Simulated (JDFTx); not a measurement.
Input of a JDFTx 1.7.0 (patched build) run:

Pb.in

```
lattice \
    0.0000000000     4.6575099971     4.6575099971 \
    4.6807975470     0.0232875501     4.6575099971 \
    4.6807975470     4.6575099971     0.0232875501
coords-type Lattice
ion Pb     0.0000000000     0.0000000000     0.0000000000 1

ion-species pseudo/Pb.upf
elec-cutoff 28
elec-ex-corr gga-PBEsol
kpoint-folding 9 9 9
elec-smearing Fermi 0.0018374661
elec-n-bands 13
electronic-SCF nIterations 100 energyDiffThreshold 1e-10
electronic-minimize nIterations 30 energyDiffThreshold 1e-7
forces-output-coords Cartesian
ionic-minimize nIterations 20 energyDiffThreshold 1e-8 knormThreshold 2e-5

dump-name run.$VAR
dump End Ecomponents EigStats BandEigs Kpoints Forces Stress
```

Potentials or basis: PseudoDojo-SR-PBEsol-0.4.1-standard.

The run is started by

```bash
$ jdftx -c 1 -i Pb.in -o Pb.out
```

Problem. What does it give for the band gap on the k mesh?

Solution. None (metal or under the smearing width).

Stress tensor (GPa, compression positive):
```
 0.01  0.00  0.00
 0.00  0.00 -0.35
 0.00 -0.35  0.00
```

Caveat: the relaxation stopped at its first step, so nothing moved. The run has no spin-orbit coupling, so splittings on Pb are missing.
